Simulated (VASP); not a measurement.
**Si: single point with LDA**

Si:

```xyz
2
Lattice="0.0000 2.7010 2.7010 2.7010 0.0000 2.7010 2.7010 2.7010 0.0000" Properties=species:S:1:pos:R:3 pbc="T T T"
Si    4.0515    4.0515    4.0515
Si    2.7010    2.7010    2.7010
```

```yaml
Program: VASP 6.6.1
Task: single point
Functional: LDA
Potentials_or_basis: VASP PAW LDA potentials, release 64 (Si)
Cutoff: 520 eV
k_mesh: 14 × 14 × 14
Occupations: gaussian, width 0.02 eV
Spin: no spin polarisation
```

* Pressure: 0.0 GPa
* Band gap on the k mesh: 0.44 eV, indirect (least direct gap 2.53 eV)

Levels at points of the mesh, in eV from the valence-band top:
```
           k point  band 2  band 3  band 4  band 5  band 6  band 7
(0.00, 0.00, 0.00)    0.00    0.00    0.00    2.53    2.53    2.53
(0.50, 0.00, 0.00)   -7.07   -1.21   -1.21    1.49    3.29    3.29
(0.50, 0.50, 0.00)   -7.87   -2.89   -2.89    0.57    0.57   10.11
```

Wall time 17 s on 1 thread of AMD EPYC 9R45 96-Core Processor (Zen 5) (shared host), peak memory 0.12 GiB.

A k mesh can miss the band edges.
